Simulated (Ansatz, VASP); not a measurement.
This is a calculation of Cd for Ansatz 0.2.0.

Contents of input.yaml:

```yaml
crystal:
  lattice:
    - [0.0, 2.2328399116, 2.2328399116]
    - [2.2328399116, 0.0, 2.2328399116]
    - [2.2328399116, 2.2328399116, 0.0]
  atoms:
    - { symbol: Cd, position: [0.0, 0.0, 0.0] }
hamiltonian:
  xc: pbe
  pseudopotentials: { kind: paw }
kpoints:
  mp_grid: { grid: [10, 10, 10] }
scf:
  occupations: { method: fermi_dirac, width: 0.05 }
output:
  forces: true
  stress: true
  eigenvalues: true
```

Potentials or basis: Ansatz PAW.

Run with:

```bash
$ ansatz run input.yaml --threads 1 --pin off --max-ram 3584MiB --backend cpu --events-out ev --progress --plain --runs-dir out
```

**Question.** Set up the same calculation for VASP 6.6.1. Potentials there: VASP PAW PBE potentials, release 64 (Cd).

**Answer.** As run (the cutoff follows the program's own potentials):

The input INCAR:

```
SYSTEM = Cd
PREC = Accurate
ENCUT = 520
EDIFF = 1E-7
ISMEAR = -1
SIGMA = 0.05
LREAL = .FALSE.
LASPH = .TRUE.
NELM = 80
ALGO = Normal
ISIF = 2
LWAVE = .FALSE.
LCHARG = .FALSE.
GGA = PE
NBANDS = 12
```

KPOINTS

```
regular mesh
0
G
  10 10 10
  0 0 0
```

Contents of POSCAR:

```
Cd
1.0
    0.0000000000      2.2328399116      2.2328399116
    2.2328399116      0.0000000000      2.2328399116
    2.2328399116      2.2328399116      0.0000000000
Cd
1
Direct
    0.0000000000      0.0000000000      0.0000000000
```

Potentials or basis: VASP PAW PBE potentials, release 64 (Cd).

Launch:

```console
$ cat potpaw_PBE.64/Cd/POTCAR > POTCAR
$ mpirun -np 1 vasp_std > vasp.out
```

Both were run:

|  | VASP | Ansatz | Ansatz less VASP |
| --- | --- | --- | --- |
| gap on the k mesh at the Fermi level (eV) | none | none | - |
| pressure (GPa) | 1.5 | 1.3 | -0.26 |

A gap of «none» marks a metal or a gap that the smearing closes. With one functional, cell and mesh, what is left measures potentials, basis and numerics. The two sets of potentials don't hold the same shells in valence.
